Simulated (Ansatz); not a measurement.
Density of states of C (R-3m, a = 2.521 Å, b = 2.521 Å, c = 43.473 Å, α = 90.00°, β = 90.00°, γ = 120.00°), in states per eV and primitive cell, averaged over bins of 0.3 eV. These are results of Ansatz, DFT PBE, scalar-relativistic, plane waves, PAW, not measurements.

Settings: cutoff 420 eV, Γ-centred mesh 12×12×12 on the computed 14-atom cell, Gaussian smearing of 0.02 eV; no spin polarisation.

The cell is relaxed at this level. The states (both spins) are summed by tetrahedra on a 18×18×18 mesh at the self-consistent density. Energies are bin centres; the table starts no lower than −8 eV and ends at 6 eV, or lower where the solved bands end.

The gap is 4.39 eV at this level, with the zero inside it.

```
E − E_F (eV) total C 2p C 2s
       -7.90   5.19  4.83  0.35
       -7.60   4.90  4.58  0.31
       -7.30   5.42  5.11  0.30
       -7.00   5.10  4.82  0.26
       -6.70   5.33  5.09  0.23
       -6.40   5.05  4.84  0.20
       -6.10   5.10  4.90  0.19
       -5.80   5.13  4.95  0.16
       -5.50   4.80  4.65  0.14
       -5.20   4.18  4.06  0.11
       -4.90   3.19  3.10  0.09
       -4.60   2.58  2.51  0.07
       -4.30   2.12  2.06  0.05
       -4.00   1.75  1.70  0.04
       -3.70   1.44  1.41  0.03
       -3.40   1.17  1.14  0.02
       -3.10   0.90  0.88  0.01
       -2.80   0.65  0.64  0.00
       -2.50   0.35  0.34  0.00
       -2.20   0.04  0.05  0.00
       -1.90   0.00  0.00  0.00
       -1.60   0.00  0.00  0.00
       -1.30   0.00  0.00  0.00
       -1.00   0.00  0.00  0.00
       -0.70   0.00  0.00  0.00
       -0.40   0.00  0.00  0.00
       -0.10   0.00  0.00  0.00
        0.20   0.00  0.00  0.00
        0.50   0.00  0.00  0.00
        0.80   0.00  0.00  0.00
        1.10   0.00  0.00  0.00
        1.40   0.00  0.00  0.00
        1.70   0.00  0.00  0.00
        2.00   0.00  0.00  0.00
        2.30   0.39  0.19  0.17
        2.60   1.32  0.67  0.53
        2.90   1.92  1.05  0.69
        3.20   3.48  2.14  0.98
        3.50   4.30  2.77  1.08
        3.80   4.11  2.61  1.01
        4.10   4.34  2.84  0.99
        4.40   4.47  3.01  0.94
        4.70   4.61  3.17  0.89
        5.00   4.78  3.35  0.85
        5.30   5.02  3.59  0.82
        5.60   6.16  4.35  1.02
```

The columns after the total are the Löwdin projections on the occupied valence shells of the potentials. The rest of the total lies in shells that are empty in the free atom, which aren't projected, and between the atoms.

Cost: 1 run of about 6.2 core-minutes, on Intel Xeon Processor @ 2.50GHz (Skylake/Cascade Lake) (shared hosts).